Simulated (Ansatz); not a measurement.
CoO: single point with PBE

CoO:

```
Co O
1.0
     3.19765    0.00000    0.00000
    -1.59882    2.76924    0.00000
     0.00000    0.00000    5.22871
Co O
2 2
Direct
  0.33333 0.66667 0.50336
  0.00000 0.00000 0.00347
  0.33333 0.66667 0.87156
  0.00000 0.00000 0.37161
```

Measurements of this composition are mostly on another form, of space group No. 225.

| Property | Result |
| --- | --- |
| Program | Ansatz 0.2.0 |
| Task | single point |
| Functional | PBE |
| Potentials or basis | Ansatz PAW |
| Cutoff | 420 eV (not typed: the program's choice for these potentials) |
| k mesh | 8 × 8 × 5 |
| Occupations | fermi-dirac, width 0.05 eV |
| Spin | collinear spin, ferromagnetic start |
| Starting moments | [3.0, 3.0, 0.0, 0.0] μB |
| Fixed moment | 6 μB |

```
Pressure        : 2.3 GPa
Largest force   : 0.292 eV/Å
Net moment      : 6.00 μB per cell
Absolute moment : 6.00 μB per cell
Site moments    : Co +2.36; O +0.34 μB
```

Forces on the atoms (eV/Å):
```
Co   0.000  0.000 -0.285
Co   0.000  0.000 -0.292
O    0.000  0.000  0.288
O    0.000  0.000  0.288
```

Stress tensor (GPa, compression positive):
```
1.29 0.00 0.00
0.00 1.29 0.00
0.00 0.00 4.31
```

Run time: 16 s on 2 threads of Arm Neoverse N1 (shared host), peak memory 0.34 GiB.

Caveat: the pressure holds a Pulay correction of +0.7 GPa for the finite cutoff; the total moment is fixed, so each spin has its own Fermi level; the thresholds are loose for stress.
